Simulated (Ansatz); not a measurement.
## FeSi2 (Linzhiite) under changes of volume

One of the cells (12.314 Å³/atom); the others are scaled copies at fixed shape and fractional positions:

```
Fe Si
1.0
     2.68400    0.00000    0.00000
     0.00000    2.68400    0.00000
     0.00000    0.00000    5.12800
Fe Si
1 2
Cartesian
  0.0000 0.0000 0.0000
  1.3420 1.3420 3.7434
  1.3420 1.3420 1.3846
```

| Property | Result |
| --- | --- |
| Program | Ansatz 0.2.0 |
| Functional | r2SCAN |
| Potentials or basis | Ansatz PAW |
| Cutoff | 500 eV (not typed: the program's choice for these potentials) |
| k mesh | 10 × 10 × 5 |
| Occupations | fermi-dirac, width 0.05 eV |
| Spin | collinear spin, ferromagnetic start |
| Starting moments | [3.0, 0.0, 0.0] μB |

| volume (Å³/atom) | energy over the lowest point (meV/atom) | pressure (GPa) | largest force (eV/Å) |
| --- | --- | --- | --- |
| 11.575 | 26.50 | 13.3 | 0.483 |
| 11.821 | 10.19 | 8.0 | 0.360 |
| 12.068 | 1.62 | 3.2 | 0.247 |
| 12.314 | 0.00 | -1.0 | 0.143 |
| 12.560 | 4.61 | -4.9 | 0.046 |
| 12.806 | ? | ? | ? |
| 13.053 | 30.01 | -11.4 | 0.126 |

Task: What does the run at 12.806 Å³/atom give?

Result: Energy over the lowest point 14.80 meV/atom; pressure -8.3 GPa; largest force 0.043 eV/Å.

Worked out: A Birch-Murnaghan fit of order 3 (a polynomial in V^(-2/3)) to the other rows has its minimum at 12.25 Å³/atom with B0 = V·E''(V) = 207 GPa and B' = 4.5 at fixed shape and positions, which overstates the stiffness. It gives 14.78 meV/atom at 12.806 Å³/atom, against the run's 14.80, and -dE/dV = -8.3 GPa, against -8.3.

Energies are extrapolated to zero smearing.

Caveats: the magnetic or orbital state may not be the lowest; the PAW data sets come from PBE, with cores solved anew for the run's functional, which leaves a small shift of forces and pressure; the starting moments weren't kept.
